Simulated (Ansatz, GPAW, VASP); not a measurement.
ZnS: programs and potentials compared

```
Zn S
1.0
     0.00000    2.70200    2.70200
     2.70200    0.00000    2.70200
     2.70200    2.70200    0.00000
Zn S
1 1
Direct
  0.75000 0.75000 0.75000
  0.00000 0.00000 0.00000
```

Alike in all runs: task single point; functional PBE; k mesh 9 × 9 × 9; occupations gaussian, width 0.027 eV; no spin polarisation; no spin-orbit coupling. Pressure is positive in compression and, in plane waves, holds the error of the finite cutoff.

```json
{"program and potentials": "Ansatz, all-electron LAPW, scalar-relativistic", "plane-wave cutoff (eV)": "-", "notes": "-", "pressure (GPa)": "1.61"}
{"program and potentials": "VASP, PBE PAW files S, Zn, 520 eV", "plane-wave cutoff (eV)": "520", "notes": "-", "pressure (GPa)": "1.81"}
{"program and potentials": "GPAW, GPAW PAW data sets (gpaw-data 1.2.1)", "plane-wave cutoff (eV)": "600", "notes": "-", "pressure (GPa)": "1.62"}
```

The pressure spans 1.61 (Ansatz, all-electron LAPW, scalar-relativistic) to 1.81 GPa (VASP, PBE PAW files S, Zn, 520 eV), with all-electron results at 1.61.

The functional is the same throughout but for its coding, so the spread measures potentials, basis and numerics; runs on potential files found faulty are left out.

All three runs place zinc-blende ZnS under modest compression at this volume, so PBE would prefer a larger cell. Since the lattice used lies close to the measured one, this is the familiar PBE underbinding: the gradient correction favours inhomogeneous densities and so weakens the polar covalent Zn-S bonds, lengthening them at equilibrium. The sign of the pressure therefore reflects the functional and not a choice of program.

GPAW, at 1.62 GPa, practically reproduces the all-electron 1.61 GPa, while VASP stands somewhat higher at 1.81 GPa. An incomplete plane-wave basis normally lowers the computed pressure, because compressing the cell at a fixed number of waves improves the basis, so the VASP excess probably comes from its potentials, such as their treatment of the Zn 3d shell and the cores. The shift is small beside the stiffness of ZnS and would change the equilibrium lattice constant only slightly. A single volume cannot show whether the three descriptions also agree on the bulk modulus.
